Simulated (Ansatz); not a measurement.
**GaN in Ansatz: the effect of functional**

Crystal: GaN.

```xyz
2
Lattice="0.0000 2.2535 2.2535 2.2535 0.0000 2.2535 2.2535 2.2535 0.0000" Properties=species:S:1:pos:R:3 pbc="T T T"
Ga    0.0000    0.0000    0.0000
N     1.1268    1.1268    1.1268
```

The cell is a database's computed one.

Alike in all runs:

```yaml
Program: Ansatz 0.2.0
Task: single point
Potentials_or_basis: all-electron PAW datasets made for the crystal
k_mesh: 6 × 6 × 6
Occupations: fermi-dirac, width 0.05 eV
Spin: no spin polarisation
```

| functional | cutoff | gap on the mesh (eV) | pressure (GPa) |
| --- | --- | --- | --- |
| PBE | 440 eV (chosen from the basis error) | 1.73 | 4.9 |
| HSE06 | 490 eV (chosen from the basis error) | 2.98 | -1.2 |
| PBE0 | 490 eV (chosen from the basis error) | ? | ? |

What does the run with functional PBE0 give?

gap on the mesh 3.67 eV; pressure -1.4 GPa.

The runs don't all hold the same shells in valence.
